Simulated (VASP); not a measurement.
**GaSe: relaxation of cell and atoms with PBE+D3(BJ)**

Crystal: GaSe.

```
Ga Se
1.0
     3.74200    0.00000    0.00000
    -1.87100    3.24067    0.00000
     0.00000    0.00000   15.91900
Ga Se
4 4
Direct
  0.33333 0.66667 0.17700
  0.66667 0.33333 0.67700
  0.33333 0.66667 0.32300
  0.66667 0.33333 0.82300
  0.33333 0.66667 0.60000
  0.66667 0.33333 0.10000
  0.33333 0.66667 0.90000
  0.66667 0.33333 0.40000
```

```json
{"Program": "VASP 6.6.1", "Task": "relaxation of cell and atoms", "Functional": "PBE", "Dispersion": "D3(BJ)", "Potentials or basis": "VASP PAW PBE potentials, release 64 (Ga_d, Se)", "Cutoff": "600 eV", "k mesh": "12 × 12 × 2", "Occupations": "gaussian, width 0.03 eV", "Spin": "no spin polarisation", "Further INCAR settings": "ALGO = Normal; EDIFF = 1e-06; IBRION = 2; EDIFFG = -0.01; NSW = 90; ISIF = 3"}
```

| Item | Value |
| --- | --- |
| Relaxed volume | 24.59 Å³/atom |
| Relaxed cell | a = 3.771 Å, b = 3.771 Å, c = 15.971 Å, α = 90.00°, β = 90.00°, γ = 120.00° |
| Space group after relaxing (to 0.05 Å) | P6_3/mmc (No. 194) |
| Energy gained by relaxing | 16.5 meV/atom |
| Ionic steps | 17 |
| Pressure after relaxing | 0.0 GPa |
| Largest force after relaxing | 0.007 eV/Å |
| Band gap on the k mesh | 0.85 eV, direct |
| Dispersion energy per atom | -0.290 eV |

Forces on the atoms (eV/Å):
```
Ga   0.000  0.000  0.007
Ga   0.000  0.000  0.007
Ga   0.000  0.000 -0.007
Ga   0.000  0.000 -0.007
Se   0.000  0.000  0.001
Se   0.000  0.000  0.001
Se   0.000  0.000 -0.001
Se   0.000  0.000 -0.001
```

The path:
| step | energy change (eV) | largest force (eV/Å) | pressure (GPa) | volume (Å³) |
| --- | --- | --- | --- | --- |
| 1 | 0.0000 | 1.2153 | 1.03 | 193.04 |
| 2 | -0.1051 | 0.3865 | 0.37 | 197.38 |
| 3 | -0.1232 | 0.0169 | 0.45 | 196.11 |
| 4 | -0.1231 | 0.0246 | 0.51 | 196.05 |
| 5 | -0.1284 | 0.0639 | -0.18 | 198.18 |
| 6 | -0.1284 | 0.0648 | -0.15 | 198.15 |
| 7 | -0.1302 | 0.0166 | -0.05 | 198.01 |
| 8 | -0.1304 | 0.0296 | -0.02 | 197.94 |
| 9 | -0.1305 | 0.0251 | 0.00 | 197.84 |
| 10 | -0.1307 | 0.0337 | -0.01 | 197.68 |
| 11 | -0.1308 | 0.0293 | -0.02 | 197.62 |
| 12 | -0.1311 | 0.0158 | 0.00 | 197.43 |
| 13 | -0.1315 | 0.0123 | 0.01 | 197.05 |
| 14 | -0.1315 | 0.0202 | -0.02 | 196.93 |
| 15 | -0.1315 | 0.0368 | 0.01 | 196.69 |
| 16 | -0.1315 | 0.0242 | -0.01 | 196.87 |
| 17 | -0.1316 | 0.0073 | -0.01 | 196.69 |

Final structure:
```cif
data_structure
_symmetry_space_group_name_H-M 'P 1'
_symmetry_Int_Tables_number 1
_cell_length_a 3.7710
_cell_length_b 3.7710
_cell_length_c 15.9713
_cell_angle_alpha 90.000
_cell_angle_beta 90.000
_cell_angle_gamma 120.000
_cell_volume 196.69
loop_
_atom_site_label
_atom_site_type_symbol
_atom_site_fract_x
_atom_site_fract_y
_atom_site_fract_z
_atom_site_occupancy
Ga1 Ga 0.33333 0.66667 0.17344 1
Ga2 Ga 0.66667 0.33333 0.67344 1
Ga3 Ga 0.33333 0.66667 0.32656 1
Ga4 Ga 0.66667 0.33333 0.82656 1
Se1 Se 0.33333 0.66667 0.59951 1
Se2 Se 0.66667 0.33333 0.09951 1
Se3 Se 0.33333 0.66667 0.90049 1
Se4 Se 0.66667 0.33333 0.40049 1
```

Levels at points of the mesh, in eV from the valence-band top:
```tsv
k point	band 34	band 35	band 36	band 37	band 38	band 39	band 40	band 41	band 42	band 43
(0.00, 0.00, 0.00)	-1.32	-1.32	-1.20	-1.20	0.00	0.85	1.86	2.12	2.24	3.90
(0.50, 0.00, 0.00)	-2.58	-2.46	-2.36	-2.28	-1.85	1.01	1.25	1.80	1.82	3.59
(0.00, 0.00, 0.50)	-1.24	-1.24	-1.24	-0.90	-0.90	1.51	1.51	2.17	2.17	3.95
(0.50, 0.00, 0.50)	-2.53	-2.43	-2.43	-2.16	-2.16	1.35	1.35	1.57	1.57	3.47
```

Wall time 23 min on 2 MPI ranks on Intel(R) Xeon(R) Platinum 8488C (Sapphire Rapids), on a shared host, peak memory 0.58 GiB a rank.

A k mesh can miss the band edges. Zero-point motion and thermal expansion aren't in these numbers.
